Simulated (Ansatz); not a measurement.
## Lu in Ansatz: the effect of functional

The system is Lu.

```
CELL_PARAMETERS angstrom
3.50310 0.00000 0.00000
-1.75155 3.03377 0.00000
0.00000 0.00000 5.55090
ATOMIC_POSITIONS crystal
Lu 0.66667 0.33333 0.75000
Lu 0.33333 0.66667 0.25000
```

Alike in all runs:

- Program: Ansatz 0.2.0
- Task: band structure
- Potentials or basis: all-electron LAPW, scalar-relativistic
- Cutoff: 173 eV
- Basis error allowed: 0.001 eV/atom
- k mesh: 9 × 9 × 5
- Occupations: fermi-dirac, width 0.05 eV
- Spin: no spin polarisation

Task: One run gave: pressure -0.5 GPa. Which functional did it use?
A. PBEsol
B. PBE
C. LDA

Result: B.

```tsv
functional	pressure (GPa)
PBE	-0.5
PBEsol	-3.0
LDA	-5.6
```

Not every run made on this cell is shown here.
